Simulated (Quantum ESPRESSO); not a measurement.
## Ba in Quantum ESPRESSO: the effect of functional

Crystal: Ba.

```
Ba
1.0
    -2.50650    2.50650    2.50650
     2.50650   -2.50650    2.50650
     2.50650    2.50650   -2.50650
Ba
1
Direct
  0.00000 0.00000 0.00000
```

Alike in all runs:

- Program: Quantum ESPRESSO 7.5
- Task: band structure
- Potentials or basis: SG15 PBE 1.2
- Cutoff: 599 eV
- Density cutoff: 2395 eV
- k mesh: 6 × 6 × 6
- Occupations: fermi-dirac, width 0.05 eV
- Spin: no spin polarisation

One run gave: pressure 2.6 GPa. Which functional did it use?
A. r2SCAN
B. SCAN
C. TASK

C.

```tsv
functional	pressure (GPa)
r2SCAN	0.3
SCAN	0.2
TASK	2.6
```

Caveats: the potentials were made for another functional, which shifts forces and pressure.

Not every run made on this cell is shown here.
